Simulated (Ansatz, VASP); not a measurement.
## Ge in VASP and in Ansatz

```
Ge
1.0
     1.39715   -2.60052    0.00000
     1.39715    2.60052    0.00000
     0.00000    0.00000    2.69823
Ge
1
Direct
  0.50000 0.50000 0.00000
```

This isn't the form of Ge at room conditions, which is diamond.

Alike in both runs: task atomic charges; functional PBEsol; k mesh 8 × 8 × 7; occupations tetrahedron; spin-orbit coupling, no magnetisation.

|  | VASP | Ansatz |
| --- | --- | --- |
| version | VASP 6.6.1 | Ansatz 0.2.0 |
| potentials or method | VASP PAW PBE potentials, release 64 (Ge_d) | Ansatz PAW |
| plane-wave cutoff (eV) | 520 | 420 |
| valence electrons in the cell | 14 | 14 |

VASP gave:

- gap on the k mesh at the Fermi level (eV): none
- pressure (GPa): -4.1
- largest component of the traceless stress (GPa): 1.67

Task: Estimate Ansatz's values.

Result: gap on the k mesh at the Fermi level (eV): none; pressure (GPa): -4.1; largest component of the traceless stress (GPa): 1.69.

A gap of «none» marks a metal or a gap that the smearing closes. With one functional, cell and mesh, what is left measures potentials, basis and numerics.

Caveats: the PAW data sets were made with another functional, which shifts forces and pressure a little (VASP); the PAW data sets come from PBE, with cores solved anew for the run's functional, which leaves a small shift of forces and pressure (Ansatz); with tetrahedron occupations forces and stress needn't match the slope of the energy (Ansatz).
